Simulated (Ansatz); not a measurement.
Crystal: Au.

```xyz
1
Lattice="2.7484 0.0000 0.0000 0.0000 2.7484 0.0000 0.0000 0.0000 2.7484" Properties=species:S:1:pos:R:3 pbc="T T T"
Au    1.3742    1.3742    1.3742
```

The cell was built by a generator and needn't be a form met in nature.

* Program: Ansatz 0.2.0
* Task: relaxation of cell and atoms
* Functional: revPBE
* Potentials or basis: Ansatz PAW
* Cutoff: 420 eV (not typed: the program's choice for these potentials)
* k mesh: 10 × 10 × 10
* Occupations: fermi-dirac, width 0.05 eV
* Spin: no spin polarisation

At the start: volume 20.76 Å³/atom.

**Question.** How do energy, volume and symmetry change on relaxing?

**Answer.** It ends after 5 steps and the volume is 21.30 Å³/atom (+2.6 %); space group Pm-3m (No. 221, to 0.05 Å).

Step by step:
| step | energy change (eV) | largest force (eV/Å) | volume (Å³) |
| --- | --- | --- | --- |
| 1 | 0.0000 | 0.0000 | 20.76 |
| 2 | -0.0004 | 0.0000 | 21.83 |
| 3 | -0.0041 | 0.0000 | 21.33 |
| 4 | -0.0042 | 0.0000 | 21.30 |
| 5 | -0.0043 | 0.0000 | 21.30 |

Final structure:
```
CELL_PARAMETERS angstrom
2.77216 0.00000 0.00000
0.00000 2.77216 0.00000
0.00000 0.00000 2.77216
ATOMIC_POSITIONS crystal
Au 0.50000 0.50000 0.50000
```

Caveat: the plane-wave basis is chosen anew once the cell has moved, so the energies of steps on either side of that aren't comparable; the PAW data sets come from PBE, with cores solved anew for the run's functional, which leaves a small shift of forces and pressure.
